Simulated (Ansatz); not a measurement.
Relativistic treatment of TlCl

```yaml
crystal:
  lattice:
    - [3.83400, 0.00000, 0.00000]
    - [0.00000, 3.83400, 0.00000]
    - [0.00000, 0.00000, 3.83400]
  atoms:
    - { symbol: Tl, position: [0.00000, 0.00000, 0.00000] }
    - { symbol: Cl, position: [0.50000, 0.50000, 0.50000] }
```

Atoms are numbered in the order listed.

The cell is COD entry 9008794, as deposited and not checked against the literature; nothing was relaxed. It is an old determination, and later ones may differ.

One fixed cell is solved with PBE by full-potential LAPW in Ansatz 0.2.0 under different relativistic treatments. Pressure is positive in compression.

The runs use a Γ-centred 8×8×8 k mesh, Fermi–Dirac smearing of 0.02 eV, basis error target 0.5 meV/atom, no spin polarisation.

```tsv
setting	P (GPa)	gap on the k mesh (eV)
scalar-relativistic	1.29	2.08
non-relativistic	?	?
with spin–orbit coupling	1.11	1.60
scalar-relativistic, inner shells corrected to Dirac	1.30	2.07
```

Task: What belongs in the row "non-relativistic", column "P (GPa)"?

Result: 2.64.

Task: What belongs in the row "non-relativistic", column "gap on the k mesh (eV)"?

Result: 0.46.
